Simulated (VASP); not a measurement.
Crystal: C.

```
C
1.0
     0.00000    1.78337    1.78337
     1.78337    0.00000    1.78337
     1.78337    1.78337    0.00000
C
2
Direct
  0.00000 0.00000 0.00000
  0.25000 0.25000 0.25000
```

This isn't the form of C at room conditions, which is graphite.

```yaml
Program: VASP 6.6.1
Task: relaxation of cell and atoms
Functional: LDA
Potentials_or_basis: VASP PAW LDA potentials, release 64 (C)
Cutoff: 600 eV
k_mesh: 14 × 14 × 14
Occupations: gaussian, width 0.03 eV
Spin: no spin polarisation
```

At the start: pressure -12.4 GPa; volume 5.67 Å³/atom.

Q: How do energy, volume and symmetry change on relaxing?

A: Over 3 steps the energy falls by 6.2 meV/atom and the volume is 5.52 Å³/atom (-2.7 %); space group Fd-3m (No. 227, to 0.05 Å).

Step by step:
| step | energy change (eV) | largest force (eV/Å) | pressure (GPa) | volume (Å³) |
| --- | --- | --- | --- | --- |
| 1 | 0.0000 | 0.0000 | -12.37 | 11.34 |
| 2 | 0.0090 | 0.0000 | 17.94 | 10.64 |
| 3 | -0.0123 | 0.0000 | -0.11 | 11.03 |

Final structure:
```cif
data_structure
_symmetry_space_group_name_H-M 'P 1'
_symmetry_Int_Tables_number 1
_cell_length_a 2.4989
_cell_length_b 2.4989
_cell_length_c 2.4989
_cell_angle_alpha 60.000
_cell_angle_beta 60.000
_cell_angle_gamma 60.000
_cell_volume 11.03
loop_
_atom_site_label
_atom_site_type_symbol
_atom_site_fract_x
_atom_site_fract_y
_atom_site_fract_z
_atom_site_occupancy
C1 C 0.00000 0.00000 0.00000 1
C2 C 0.25000 0.25000 0.25000 1
```
